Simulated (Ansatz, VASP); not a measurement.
## Li: VASP beside Ansatz

Contents of INCAR:

```
SYSTEM = Li
PREC = Accurate ; ENCUT = 520
EDIFF = 1E-7 ; ISMEAR = 0
SIGMA = 0.1 ; LREAL = .FALSE.
LASPH = .TRUE. ; NELM = 80
ALGO = Normal ; ISIF = 2
LWAVE = .FALSE. ; LCHARG = .FALSE.
GGA = PE ; NBANDS = 18
```

KPOINTS

```
Automatic mesh
0
G
  4 4 6
  0 0 0
```

POSCAR

```
Li
1.0
    6.9628750600      0.0000000000      0.0000000000
    0.0000000000      6.9628750600      0.0000000000
    0.0000000000      0.0000000000      2.5531783200
Li
6
Direct
    0.1767953900      0.3232046100      0.0000000000
    0.3232046100      0.8232046100      0.0000000000
    0.8232046100      0.6767953900      0.0000000000
    0.6767953900      0.1767953900      0.0000000000
    0.0000000000      0.0000000000      0.0000000000
    0.5000000000      0.5000000000      0.0000000000
```

Input for Ansatz:

```yaml
crystal:
  lattice:
    - [6.96287506, 0.0, 0.0]
    - [0.0, 6.96287506, 0.0]
    - [0.0, 0.0, 2.55317832]
  atoms:
    - { symbol: Li, position: [0.17679539, 0.32320461, 0.0] }
    - { symbol: Li, position: [0.32320461, 0.82320461, 0.0] }
    - { symbol: Li, position: [0.82320461, 0.67679539, 0.0] }
    - { symbol: Li, position: [0.67679539, 0.17679539, 0.0] }
    - { symbol: Li, position: [0.0, 0.0, 0.0] }
    - { symbol: Li, position: [0.5, 0.5, 0.0] }
basis:
  ecutwfc: 420
kpoints:
  mp_grid: { grid: [4, 4, 6] }
hamiltonian:
  xc: pbe
scf:
  occupations: { method: gaussian, width: 0.1 }
  lower_state_search: "off"
output:
  forces: true
  stress: true
  eigenvalues: true
```

Alike in both runs: task single point; functional PBE; k mesh 4 × 4 × 6; occupations gaussian, width 0.1 eV; no spin polarisation.

|  | VASP | Ansatz |
| --- | --- | --- |
| version | VASP 6.6.1 | Ansatz 0.2.0 |
| potentials or method | VASP PAW PBE potentials, release 64 (Li_sv) | scalar-relativistic, plane waves, PAW |
| plane-wave cutoff (eV) | 520 | 420 |
| valence electrons in the cell | 18 | 18 |

Ansatz gave:

```
gap on the k mesh at the Fermi level (eV) : none
rms of the force components (eV/Å)        : 0.107
```

Problem. Estimate VASP's values.

Solution. gap on the k mesh at the Fermi level (eV): none; rms of the force components (eV/Å): 0.108.

Atom by atom the forces differ by 0.001 eV/Å (rms over components). A gap of «none» marks a metal or a gap that the smearing closes. The functional is the same, so the differences come from potentials, cutoffs and numerics.

Caveats: the k mesh is coarse (spacing up to 0.41 Å⁻¹), so the values aren't converged.
